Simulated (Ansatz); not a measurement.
# Relaxing indium (body-centred tetragonal)

All numbers below come from DFT, PBE, plane waves (420 eV) with PAW, scalar-relativistic (Ansatz 0.2.0).

k-point mesh 12×12×14, Fermi-Dirac smearing 0.1 eV, no spin polarisation. Cell and atoms relax.

Starting structure:

```xyz
1
Lattice="-1.6255 1.6255 2.4737 1.6255 -1.6255 2.4737 1.6255 1.6255 -2.4737" Properties=species:S:1:pos:R:3 pbc="T T T"
In    0.0000    0.0000    0.0000
```

Q: The pressure at the start is 2.1 GPa. By how much does the volume change?

A: From 26.14 to 27.52 Å³ per atom, 5.2 %. The final cell has a = 4.608 Å, b = 4.731 Å, c = 3.371 Å, β = 131.51°.

The cell has left the body-centred tetragonal structure type; it ends in C2/m.

Q: How much energy does the relaxation gain?

A: 9.9 meV per atom.

Path of the relaxation (the plane waves are chosen anew near the end, which can shift the energy a little):

| step | E − E(final) (meV/atom) | V (Å³/atom) | P (GPa) | max force (eV/Å) |
| --- | --- | --- | --- | --- |
| 0 | 9.94 | 26.144 | 2.11 | 0.000 |
| 1 | 1.38 | 27.356 | 0.24 | 0.000 |
| 2 | 1.01 | 27.541 | 0.00 | 0.000 |
| 3 | 0.62 | 27.679 | -0.19 | 0.000 |
| 4 | 0.38 | 27.543 | -0.02 | 0.000 |
| 5 | 0.33 | 27.515 | 0.01 | 0.000 |
| 6 | 0.00 | 27.515 | 0.00 | 0.000 |

The k-point mesh keeps fewer symmetry operations than the starting structure has, so the cell can leave it.
